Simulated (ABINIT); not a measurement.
# GaSb (F-43m) in ABINIT: a series of runs

One crystal, GaSb, is run at these levels: BP86, PBE, LDA-Teter, LDA-VWN, WC; tasks: band structure, equation of state.

Everything below comes from runs of ABINIT 10.8.3 (patched build). Logs are shortened: lines on timing, memory, paths and dates and some standing lists are left out, and cuts for length are marked. The log counts tension as positive stress, the text compression.

**Measured values to compare with.**

From a printed reference work, data compilation, for a bulk crystal of GaSb at 4.2 K: band gap 0.811 eV (direct).

The results are compared with them further down.

**1. The structure**

Symmetry: F-43m, No. 216, cubic system. Conventional cell: a = 6.118 Å, b = 6.118 Å, c = 6.118 Å, α = 90.00°, β = 90.00°, γ = 90.00°. Sb (site symmetry -43m) has 4 Ga at 2.65 Å as nearest neighbours. Around Ga (site symmetry -43m) lie 4 Sb at 2.65 Å.

**2. Band structure, BP86**

The input, run.abi:

```
# Datasets: ground state, then fixed potential
ndtset 2

# Pseudopotentials
pp_dirpath "./"
pseudos "Sb.GGA_PBE-JTH_sp.xml, Ga.GGA_PBE-JTH.xml"

# Structure
acell 3*1.0 Angstrom
rprim
     0.0000000000     3.0590000000     3.0590000000
     3.0590000000     0.0000000000     3.0590000000
     3.0590000000     3.0590000000     0.0000000000
ntypat 2
znucl 51 31
natom 2
typat 1 2
xred
     0.7500000000     0.7500000000     0.7500000000
     0.0000000000     0.0000000000     0.0000000000

# Plane-wave basis
ecut 20.0
pawecutdg 40.0

# Exchange and correlation
ixc -106132

# Bands and occupations
occopt 3
tsmear 0.05 eV

# SCF cycle
nstep 100

# Output
iomode 3
prtwf 0
prteig 0
prtebands 0
enunit 2
prtden1 1

# Dataset 1
kptopt1 1
ngkpt1 8 8 8
nshiftk1 1
shiftk1 0.0 0.0 0.0
nband1 13
tolvrs1 1.0e-9

# Dataset 2: bands along G-X-W-K-G-L-U-W-L-K
iscf2 -2
getden2 1
nband2 17
nbdbuf2 2
tolwfr2 1.0e-12
kptopt2 -9
ndivsm2 6
prteig2 1
kptbounds2
     0.0000000000     0.0000000000     0.0000000000
     0.5000000000     0.0000000000     0.5000000000
     0.5000000000     0.2500000000     0.7500000000
     0.3750000000     0.3750000000     0.7500000000
     0.0000000000     0.0000000000     0.0000000000
     0.5000000000     0.5000000000     0.5000000000
     0.6250000000     0.2500000000     0.6250000000
     0.5000000000     0.2500000000     0.7500000000
     0.5000000000     0.5000000000     0.5000000000
     0.3750000000     0.3750000000     0.7500000000
```

Potentials or basis: JTH PAW PBE v2.0 sp.

Run with:

```console
$ abinit run.abi > log 2>&1
```

run.abo:

```text
.Version 10.8.3 of ABINIT
 DATASET    1 : space group F-4 3 m (#216); Bravais cF (face-center cubic)
================================================================================
 Values of the parameters that define the memory need for DATASET  1.
     intxc =       0    ionmov =       0      iscf =      17    lmnmax =      18
     lnmax =       6     mgfft =      36  mpssoang =       3    mqgrid =    3001
     natom =       2  nloc_mem =       2    nspden =       1   nspinor =       1
    nsppol =       1      nsym =      24    n1xccc =       1    ntypat =       2
    occopt =       3   xclevel =       2
       mpw =        1666          nfft =       46656          nkpt =          29
 PAW method is used; the additional fine FFT grid is defined by:
   mgfftf=        48    nfftf =    110592
================================================================================
================================================================================

 DATASET    2 : space group F-4 3 m (#216); Bravais cF (face-center cubic)
================================================================================
 Values of the parameters that define the memory need for DATASET  2.
     intxc =       0    ionmov =       0      iscf =      -2    lmnmax =      18
     lnmax =       6     mgfft =      36  mpssoang =       3    mqgrid =    3001
     natom =       2  nloc_mem =       2    nspden =       1   nspinor =       1
    nsppol =       1      nsym =      24    n1xccc =       1    ntypat =       2
    occopt =       3   xclevel =       2
       mpw =        1673          nfft =       46656          nkpt =         103
 PAW method is used; the additional fine FFT grid is defined by:
   mgfftf=        48    nfftf =    110592
================================================================================
================================================================================

--------------------------------------------------------------------------------
------------- Echo of variables that govern the present computation ------------
--------------------------------------------------------------------------------
 -outvars: echo values of preprocessed input variables --------
            acell      1.8897261259E+00  1.8897261259E+00  1.8897261259E+00 Bohr
              amu      1.21753000E+02  6.97230000E+01
             ecut      2.00000000E+01 Hartree
           enunit           2
           getden1          0
           getden2          1
             iscf1         17
             iscf2         -2
                       outvar_i_n : Printing only first  50 k-points.
              ixc     -106132
           jdtset        1    2
                       outvar_i_n : Printing only first  50 k-points.
           kptopt1          1
           kptopt2         -9
         kptrlatt        8    0    0      0    8    0      0    0    8
          kptrlen1     6.54008404E+01
          kptrlen2     3.00000000E+01
            natom           2
            nband1         13
            nband2         17
           nbdbuf1          0
           nbdbuf2          2
           ndtset           2
           ndivsm1          0
           ndivsm2          6
            ngfft          36      36      36
          ngfftdg          48      48      48
             nkpt1         29
             nkpt2        103
            nstep         100
             nsym          24
           ntypat           2
           occopt           3
        pawecutdg      4.00000000E+01 Hartree
         pawxcdev           0
        prtebands           0
           prteig1          0
           prteig2          1
            prtwf           0
            rprim      0.0000000000E+00  3.0590000000E+00  3.0590000000E+00
                       3.0590000000E+00  0.0000000000E+00  3.0590000000E+00
                       3.0590000000E+00  3.0590000000E+00  0.0000000000E+00
           shiftk1     0.00000000E+00  0.00000000E+00  0.00000000E+00
           shiftk2     5.00000000E-01  5.00000000E-01  5.00000000E-01
          spgroup         216
[... 970 lines left out ...]
 -6.9347E-02 -3.3935E-02  2.2480E-02  1.3915E-01  1.6435E-01
 Non-SCF case, kpt  103 (  0.37500  0.37500  0.75000), residuals and eigenvalues=
  8.12E-13  6.59E-13  5.15E-13  3.82E-13  9.85E-13  5.96E-13  5.32E-13  8.89E-13
  8.60E-13  6.62E-13  3.84E-13  5.90E-13  8.79E-13  9.48E-13  6.97E-13  5.46E-06
  2.67E-04
 -8.6967E-01 -8.6764E-01 -8.6756E-01 -8.6677E-01 -8.6641E-01 -6.5012E-01
 -5.5919E-01 -4.4633E-01 -3.9444E-01 -2.6162E-01 -1.6929E-01 -6.6431E-02
 -5.7860E-02 -2.9710E-02  2.9080E-02  1.4339E-01  1.7646E-01

--- !ResultsGS
iteration_state: {dtset: 2, }
comment   : Summary of ground state results
lattice_vectors:
- [  0.0000000,   5.7806722,   5.7806722, ]
- [  5.7806722,   0.0000000,   5.7806722, ]
- [  5.7806722,   5.7806722,   0.0000000, ]
lattice_lengths: [   8.17511,    8.17511,    8.17511, ]
lattice_angles: [ 60.000,  60.000,  60.000, ] # degrees, (23, 13, 12)
lattice_volume:   3.8633587E+02
convergence: {deltae:  0.000E+00, res2:  0.000E+00, residm:  9.995E-13, diffor:  0.000E+00, }
etotal    :  -8.48381644E+01
entropy   :   0.00000000E+00
fermie    :  -3.12713143E-01
cartesian_stress_tensor: null
pressure_GPa: null
xred      :
- [  7.5000E-01,   7.5000E-01,   7.5000E-01, Sb]
- [  0.0000E+00,   0.0000E+00,   0.0000E+00, Ga]
cartesian_forces: null
force_length_stats: {min: null, max: null, mean: null, }
...

 Integrated electronic density in atomic spheres:
 ------------------------------------------------
 Atom  Sphere_radius  Integrated_density
    1        2.30676          2.38836129
    2        2.10359         11.03726938

================================================================================

 ----iterations are completed or convergence reached----

 Mean square residual over all n,k,spin=   60.531E-14; max=  99.954E-14
 reduced coordinates (array xred) for    2 atoms
       0.750000000000      0.750000000000      0.750000000000
       0.000000000000      0.000000000000      0.000000000000

 cartesian coordinates (angstrom) at end:
    1      4.58850000000000     4.58850000000000     4.58850000000000
    2      0.00000000000000     0.00000000000000     0.00000000000000
 length scales=  1.889726125908  1.889726125908  1.889726125908 bohr
              =  1.000000000000  1.000000000000  1.000000000000 angstroms
 Eigenvalues (hartree) for nkpt= 103  k points:
 kpt#   1, nband= 17, wtk=  1.00000, kpt=  0.0000  0.0000  0.0000 (reduced coord)
  -0.86834   -0.86834   -0.86834   -0.86654   -0.86654   -0.73689   -0.31496   -0.31479
  -0.31479   -0.31479   -0.20964   -0.20964   -0.20964   -0.09274    0.02006    0.02006
   0.05041
 kpt#   2, nband= 17, wtk=  1.00000, kpt=  0.0294  0.0000  0.0294 (reduced coord)
  -0.86835   -0.86833   -0.86833   -0.86654   -0.86653   -0.73645   -0.33294   -0.31663
  -0.31663   -0.29712   -0.21106   -0.20719   -0.20719   -0.09008    0.00825    0.02054
   0.05138
 kpt#   3, nband= 17, wtk=  1.00000, kpt=  0.0588  0.0000  0.0588 (reduced coord)
  -0.86840   -0.86831   -0.86831   -0.86655   -0.86653   -0.73515   -0.35110   -0.32168
  -0.32168   -0.28013   -0.21478   -0.20033   -0.20033   -0.08251   -0.01178    0.02199
   0.05418
 kpt#   4, nband= 17, wtk=  1.00000, kpt=  0.0882  0.0000  0.0882 (reduced coord)
  -0.86847   -0.86827   -0.86827   -0.86656   -0.86652   -0.73298   -0.36921   -0.32889
  -0.32889   -0.26483   -0.21932   -0.19011   -0.19011   -0.07103   -0.03187    0.02439
   0.05892
 kpt#   5, nband= 17, wtk=  1.00000, kpt=  0.1176  0.0000  0.1176 (reduced coord)
[... 380 lines left out ...]
  -0.86952   -0.86776   -0.86768   -0.86667   -0.86646   -0.65994   -0.55067   -0.44076
  -0.38315   -0.25233   -0.14013   -0.10042   -0.09974   -0.02431    0.02343    0.09076
   0.15069
 kpt# 101, nband= 17, wtk=  1.00000, kpt=  0.4000  0.4000  0.7000 (reduced coord)
  -0.86958   -0.86771   -0.86763   -0.86671   -0.86644   -0.65582   -0.55353   -0.44583
  -0.38756   -0.25567   -0.14061   -0.09624   -0.08414   -0.03042    0.02112    0.11743
   0.15736
 kpt# 102, nband= 17, wtk=  1.00000, kpt=  0.3875  0.3875  0.7250 (reduced coord)
  -0.86963   -0.86767   -0.86759   -0.86674   -0.86643   -0.65231   -0.55673   -0.44756
  -0.39137   -0.25892   -0.15383   -0.07986   -0.06935   -0.03393    0.02248    0.13915
   0.16435
 kpt# 103, nband= 17, wtk=  1.00000, kpt=  0.3750  0.3750  0.7500 (reduced coord)
  -0.86967   -0.86764   -0.86756   -0.86677   -0.86641   -0.65012   -0.55919   -0.44633
  -0.39444   -0.26162   -0.16929   -0.06643   -0.05786   -0.02971    0.02908    0.14339
   0.17646
 Eigenvalues (   eV  ) for nkpt= 103  k points:
 kpt#   1, nband= 17, wtk=  1.00000, kpt=  0.0000  0.0000  0.0000 (reduced coord)
 -23.62868  -23.62868  -23.62868  -23.57963  -23.57963  -20.05167   -8.57050   -8.56591
  -8.56591   -8.56591   -5.70457   -5.70457   -5.70457   -2.52362    0.54595    0.54595
   1.37169
 kpt#   2, nband= 17, wtk=  1.00000, kpt=  0.0294  0.0000  0.0294 (reduced coord)
 -23.62910  -23.62848  -23.62848  -23.57970  -23.57957  -20.03984   -9.05987   -8.61602
  -8.61602   -8.08518   -5.74320   -5.63795   -5.63795   -2.45116    0.22451    0.55902
   1.39809
 kpt#   3, nband= 17, wtk=  1.00000, kpt=  0.0588  0.0000  0.0588 (reduced coord)
 -23.63032  -23.62788  -23.62788  -23.57991  -23.57941  -20.00438   -9.55390   -8.75332
  -8.75332   -7.62263   -5.84442   -5.45122   -5.45122   -2.24532   -0.32053    0.59826
   1.47442
 kpt#   4, nband= 17, wtk=  1.00000, kpt=  0.0882  0.0000  0.0882 (reduced coord)
 -23.63229  -23.62689  -23.62689  -23.58027  -23.57915  -19.94549  -10.04666   -8.94955
  -8.94955   -7.20651   -5.96792   -5.17307   -5.17307   -1.93284   -0.86717    0.66370
   1.60322
 kpt#   5, nband= 17, wtk=  1.00000, kpt=  0.1176  0.0000  0.1176 (reduced coord)
[... 381 lines left out ...]
 -10.42610   -6.86631   -3.81307   -2.73248   -2.71398   -0.66151    0.63749    2.46963
   4.10043
 kpt# 101, nband= 17, wtk=  1.00000, kpt=  0.4000  0.4000  0.7000 (reduced coord)
 -23.66238  -23.61167  -23.60940  -23.58427  -23.57711  -17.84589  -15.06235  -12.13164
 -10.54615   -6.95719   -3.82623   -2.61883   -2.28968   -0.82767    0.57481    3.19549
   4.28188
 kpt# 102, nband= 17, wtk=  1.00000, kpt=  0.3875  0.3875  0.7250 (reduced coord)
 -23.66379  -23.61059  -23.60829  -23.58523  -23.57667  -17.75036  -15.14946  -12.17874
 -10.64968   -7.04557   -4.18580   -2.17312   -1.88704   -0.92342    0.61171    3.78655
   4.47219
 kpt# 103, nband= 17, wtk=  1.00000, kpt=  0.3750  0.3750  0.7500 (reduced coord)
 -23.66496  -23.60969  -23.60747  -23.58608  -23.57619  -17.69065  -15.21639  -12.14519
 -10.73335   -7.11893   -4.60658   -1.80769   -1.57444   -0.80844    0.79131    3.90197
   4.80178

== END DATASET(S) ==============================================================
================================================================================

 -outvars: echo values of variables after computation  --------
            acell      1.8897261259E+00  1.8897261259E+00  1.8897261259E+00 Bohr
           etotal1    -8.4838164406E+01
            fcart1     2.1834440710E-30  7.2781469035E-31 -7.2781469035E-31
                      -2.1834440710E-30 -7.2781469035E-31  7.2781469035E-31
            rprim      0.0000000000E+00  3.0590000000E+00  3.0590000000E+00
                       3.0590000000E+00  0.0000000000E+00  3.0590000000E+00
                       3.0590000000E+00  3.0590000000E+00  0.0000000000E+00
           strten1    -9.3191418264E-05 -9.3191418264E-05 -9.3191418264E-05
                       0.0000000000E+00  0.0000000000E+00  0.0000000000E+00
           xangst      4.5885000000E+00  4.5885000000E+00  4.5885000000E+00
                       0.0000000000E+00  0.0000000000E+00  0.0000000000E+00
             xred      7.5000000000E-01  7.5000000000E-01  7.5000000000E-01
                       0.0000000000E+00  0.0000000000E+00  0.0000000000E+00
 Calculation completed.
```

Wall time 92 s (1 thread of Arm Neoverse V1, shared host); peak memory 0.15 GiB.

Results:

```yaml
Free_energy: -2308.5641 eV
Pressure: 2.7 GPa
Band_gap_on_the_k_mesh: none (metal or under the smearing width)
Valence_electrons_inside_the_program's_atomic_spheres: Sb 2.39; Ga 11.04
```

Levels at the corners of the path, in eV from the Fermi level:
| point | band 5 | band 6 | band 7 | band 8 | band 9 | band 10 | band 11 | band 12 | band 13 | band 14 |
| --- | --- | --- | --- | --- | --- | --- | --- | --- | --- | --- |
| Γ | -15.07 | -11.54 | -0.06 | -0.06 | -0.06 | -0.06 | 2.80 | 2.80 | 2.80 | 5.99 |
| X | -15.06 | -9.12 | -6.88 | -2.60 | -2.60 | 0.87 | 1.25 | 8.80 | 8.80 | 10.14 |
| W | -15.07 | -9.07 | -6.76 | -3.37 | -3.16 | 3.65 | 4.36 | 4.48 | 4.89 | 10.06 |
| K | -15.07 | -9.18 | -6.71 | -3.64 | -2.22 | 1.39 | 3.90 | 6.70 | 6.93 | 7.70 |
| Γ | -15.07 | -11.54 | -0.06 | -0.06 | -0.06 | -0.06 | 2.80 | 2.80 | 2.80 | 5.99 |
| L | -15.07 | -9.94 | -6.42 | -1.19 | -1.19 | 0.34 | 3.79 | 3.79 | 6.69 | 9.45 |
| U | -15.07 | -9.18 | -6.71 | -3.64 | -2.22 | 1.39 | 3.90 | 6.70 | 6.93 | 7.70 |
| W | -15.07 | -9.07 | -6.76 | -3.37 | -3.16 | 3.65 | 4.36 | 4.48 | 4.89 | 10.06 |
| L | -15.07 | -9.94 | -6.42 | -1.19 | -1.19 | 0.34 | 3.79 | 3.79 | 6.69 | 9.45 |
| K | -15.07 | -9.18 | -6.71 | -3.64 | -2.22 | 1.39 | 3.90 | 6.70 | 6.93 | 7.70 |

Caveat: the PAW data sets were made with another functional, which shifts forces and pressure a little; spin-orbit coupling is left out, which moves the levels of the heavy elements; this set keeps more shells in the core, which shifts pressures and gaps; this crystal is a semiconductor, whose small gap the functional closes, so the metal is an error of the method.

**3. Equation of state, PBE**

The input, run.abi:

```
# Datasets: one volume each
ndtset 7
getwfk -1
scalecart1 3*0.9795861087
scalecart2 3*0.9864848297
scalecart3 3*0.9932883884
scalecart4 3*1.0000000000
scalecart5 3*1.0066227096
scalecart6 3*1.0131594038
scalecart7 3*1.0196128224

# Pseudopotentials
pp_dirpath "./"
pseudos "Sb.GGA_PBE-JTH.xml, Ga.GGA_PBE-JTH.xml"

# Structure
acell 3*1.0
rprim
     0.0000000000     5.7806722152     5.7806722152
     5.7806722152     0.0000000000     5.7806722152
     5.7806722152     5.7806722152     0.0000000000
ntypat 2
znucl 51 31
natom 2
typat 1 2
xred
     0.7500000000     0.7500000000     0.7500000000
     0.0000000000     0.0000000000     0.0000000000

# Plane-wave basis
ecut 12.0
pawecutdg 24.0

# k points
kptopt 1
ngkpt 8 8 8
nshiftk 1
shiftk 0.0 0.0 0.0

# Exchange and correlation
ixc 11

# Bands and occupations
nband 18
occopt 3
tsmear 0.00183747

# SCF cycle
nstep 100
tolvrs 1.0e-9

# Output
iomode 3
prtwf 1
prtden 0
prteig 0
prtebands 0
enunit 2
```

Potentials or basis: JTH PAW PBE v2.0.

Run with:

```console
$ abinit run.abi > log 2>&1
```

Run time: 93 s. Hardware: 1 thread of Arm Neoverse V1, shared host; peak memory 0.14 GiB.

It converged, with:

| Property | Result |
| --- | --- |
| Equilibrium volume | 30.01 Å³/atom |
| Bulk modulus | 46 GPa |
| Pressure derivative of the bulk modulus | 4.1 (rough: it moves with the points fitted) |

Energy against volume, from the lowest point:
```
volume (Å³/atom)  energy (meV/atom)
          26.907              54.56
          27.480              34.58
          28.052              20.17
          28.625               9.86
          29.197               2.82
          29.770               0.00
          30.342               0.37
```

Caveat: the cutoff is too short for stress, so the log's stress isn't used; pressures at fixed basis lie under the slope of the energies. PBE usually gives volumes a little too large and moduli too small.

**4. Band structure, LDA-Teter**

The input, run.abi:

```
# Datasets: ground state, then fixed potential
ndtset 2

# Pseudopotentials
pp_dirpath "./"
pseudos "Sb.LDA_PW-JTH_sp.xml, Ga.LDA_PW-JTH.xml"

# Structure
acell 4.3260792873 4.3260792873 4.3260792873 Angstrom
rprim
     0.0000000000     0.7071067812     0.7071067812
     0.7071067812     0.0000000000     0.7071067812
     0.7071067812     0.7071067812     0.0000000000
ntypat 2
znucl 51 31
natom 2
typat 1 2
xred
     0.7500000000     0.7500000000     0.7500000000
     0.0000000000     0.0000000000     0.0000000000

# Plane-wave basis
ecut 20.0
pawecutdg 40.0

# Exchange and correlation
ixc 1

# Bands and occupations
occopt 3
tsmear 0.00183747

# SCF cycle
nstep 100

# Output
iomode 3
prtwf 0
prteig 0
prtebands 0
prtden1 1
prtvha1 1
prtvclmb1 1
prtpot1 1

# Dataset 1
kptopt1 1
ngkpt1 8 8 8
nshiftk1 1
shiftk1 0.0 0.0 0.0
nband1 13
tolvrs1 1.0e-9

# Dataset 2: bands along G-X-W-K-G-L-U-W-L-K
iscf2 -2
getden2 1
nband2 17
nbdbuf2 2
tolwfr2 1.0e-12
kptopt2 -9
ndivsm2 5
prteig2 1
kptbounds2
     0.0000000000     0.0000000000     0.0000000000
     0.5000000000     0.0000000000     0.5000000000
     0.5000000000     0.2500000000     0.7500000000
     0.3750000000     0.3750000000     0.7500000000
     0.0000000000     0.0000000000     0.0000000000
     0.5000000000     0.5000000000     0.5000000000
     0.6250000000     0.2500000000     0.6250000000
     0.5000000000     0.2500000000     0.7500000000
     0.5000000000     0.5000000000     0.5000000000
     0.3750000000     0.3750000000     0.7500000000
```

Potentials or basis: JTH PAW LDA v2.0 sp.

Run with:

```console
$ abinit run.abi > log 2>&1
```

Wall time 74 s (1 thread of Arm Neoverse V1, shared host); peak memory 0.12 GiB.

The run converged. Its results:

```yaml
Free_energy: -2314.9763 eV
Pressure: -1.5 GPa
Band_gap_on_the_k_mesh: none (metal or under the smearing width)
Valence_electrons_inside_the_program's_atomic_spheres: Sb 2.39; Ga 11.04
```

Levels at the corners of the path, in eV from the Fermi level:
```tsv
point	band 6	band 7	band 8	band 9	band 10	band 11	band 12	band 13
Γ	-11.57	-0.16	-0.04	-0.04	-0.04	2.79	2.79	2.79
X	-9.15	-6.90	-2.60	-2.60	0.80	1.14	8.76	8.76
W	-9.10	-6.77	-3.39	-3.18	3.62	4.26	4.42	4.80
K	-9.21	-6.72	-3.66	-2.22	1.31	3.84	6.63	6.91
Γ	-11.57	-0.16	-0.04	-0.04	-0.04	2.79	2.79	2.79
L	-9.97	-6.44	-1.18	-1.18	0.26	3.76	3.76	6.49
U	-9.21	-6.72	-3.66	-2.22	1.31	3.84	6.63	6.91
W	-9.10	-6.77	-3.39	-3.18	3.62	4.26	4.42	4.80
L	-9.97	-6.44	-1.18	-1.18	0.26	3.76	3.76	6.49
K	-9.21	-6.72	-3.66	-2.22	1.31	3.84	6.63	6.91
```

Caveat: spin-orbit coupling is left out, which moves the levels of the heavy elements; this set keeps more shells in the core, which shifts pressures and gaps; this crystal is a semiconductor, whose small gap the functional closes, so the metal is an error of the method.

(Continued in part 2 of 2.)
